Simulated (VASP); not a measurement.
Here is a VASP 6.6.1 calculation.

File POSCAR:

```
AlP                                     
1.0
    0.0000000000      2.7357031040      2.7357031040
    2.7357031040      0.0000000000      2.7357031040
    2.7357031040      2.7357031040      0.0000000000
  Al              P             
     1     1
Direct
     0.0000000000000000    0.0000000000000000    0.0000000000000000
     0.2500000000000000    0.2500000000000000    0.2500000000000000
```

Contents of INCAR.step1:

```
SYSTEM = AlP
PREC = Accurate ; ENCUT = 520
EDIFF = 1E-5 ; ISMEAR = 0
SIGMA = 0.03 ; LREAL = .FALSE.
LASPH = .TRUE. ; NELM = 80
ALGO = Normal ; ISIF = 2
LWAVE = .TRUE. ; LCHARG = .FALSE.
KPAR = 8 ; GGA = PE
```

File INCAR.step2:

```
SYSTEM = AlP
PREC = Accurate ; ENCUT = 520
EDIFF = 1E-6 ; ISMEAR = 0
SIGMA = 0.03 ; LREAL = .FALSE.
LASPH = .TRUE. ; NELM = 80
ALGO = Normal ; ISIF = 2
LWAVE = .FALSE. ; LCHARG = .FALSE.
GGA = PE ; LHFCALC = .TRUE.
AEXX = 0.25 ; PRECFOCK = Fast
HFRCUT = -1 ; KPAR = 8
ISTART = 1
```

The input KPOINTS:

```
regular mesh
0
G
  8 8 8
  0 0 0
```

File KPOINTS_OPT:

```
explicit points
6
Reciprocal
 0.0000000000  0.0000000000  0.0000000000 1
 0.3750000000  0.3750000000  0.7500000000 1
 0.5000000000  0.5000000000  0.5000000000 1
 0.6250000000  0.2500000000  0.6250000000 1
 0.5000000000  0.2500000000  0.7500000000 1
 0.5000000000  0.0000000000  0.5000000000 1
```

Potentials or basis: VASP PAW PBE potentials, release 64 (Al, P).

Run with:

```console
$ cat potpaw_PBE.64/Al/POTCAR potpaw_PBE.64/P/POTCAR > POTCAR
$ cp INCAR.step1 INCAR
$ mpirun -np 8 vasp_std > vasp.out
$ cp INCAR.step2 INCAR
$ mpirun -np 8 vasp_std > vasp.out
```

Q: Estimate the pressure.

A: -0.2 GPa.

Q: What does it give for the band gap on the k mesh?

A: 2.95 eV, indirect (least direct gap 4.84 eV).

Q: What does it give for the band gap along the path?

A: 2.95 eV, indirect (least direct gap 4.84 eV).

Caveat: the PAW data sets were made with another functional, which shifts forces and pressure a little.

**What was measured.**

A printed reference work, data compilation reports, for a bulk crystal of AlP at 4.2 K: band gap 2.505 eV (indirect).

Against the measured gap of AlP, 2.505 eV (indirect; 4.2 K; a printed reference work, data compilation), the calculated 2.95 eV is off by +0.45 eV. The value is that of PBE0, without temperature or zero-point motion.
